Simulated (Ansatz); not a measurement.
## Equation of state of Cr

```cif
data_structure
_symmetry_space_group_name_H-M 'Fm-3m'
_symmetry_Int_Tables_number 225
_cell_length_a 3.6800
_cell_length_b 3.6800
_cell_length_c 3.6800
_cell_angle_alpha 90.000
_cell_angle_beta 90.000
_cell_angle_gamma 90.000
_cell_volume 49.84
loop_
_atom_site_label
_atom_site_type_symbol
_atom_site_symmetry_multiplicity
_atom_site_Wyckoff_symbol
_atom_site_fract_x
_atom_site_fract_y
_atom_site_fract_z
_atom_site_occupancy
Cr1 Cr 4 a 0.00000 0.00000 0.00000 1
```

The runs use the primitive cell with vectors (0.000, 1.840, 1.840), (1.840, 0.000, 1.840), (1.840, 1.840, 0.000) Å, to which the k mesh refers.

The cell comes from COD entry 9008467, which wasn't checked; take it as a given geometry.

All numbers are computed: DFT, PBE, all-electron LAPW, scalar-relativistic (Ansatz 0.2.0); DFT, PBE, PAW with Ansatz's default frozen-core files, scalar-relativistic (Ansatz 0.2.0).

For LAPW: a Γ-centred 19×19×19 k mesh, Fermi–Dirac smearing of 0.03 eV, basis error target 1 meV/atom, spin-polarised from start moments Cr 3 μB (the moments died away, and the run ended non-magnetic). PAW takes a cutoff of 420 eV at this cell. The Ansatz runs share mesh, smearing and spin set-up. Plane-wave (PAW) pressures include the program's estimate of the Pulay term.

The cell above is scaled evenly, with fractional coordinates and shape held.

```tsv
V/V(cell)	V (Å³/atom)	P, LAPW (GPa)	P, PAW (GPa)
0.9405	11.718	3.26	3.32
0.9700	12.085	-4.04	-4.00
1.0000	12.459	-10.36	-10.33
1.0300	12.833	-15.72	-15.69
1.0600	13.207	?	?
```

(1) Fill in the row V/V(cell) = 1.0600.

(2) What do Birch–Murnaghan fits to the pressures give?

## Answers

(1) P, LAPW (GPa) = -20.26, P, PAW (GPa) = -20.24.

(2) LAPW: V0 = 11.87 Å³/atom, B0 = 239 GPa, B0′ = 4.2; PAW: V0 = 11.88 Å³/atom, B0 = 239 GPa, B0′ = 4.3.
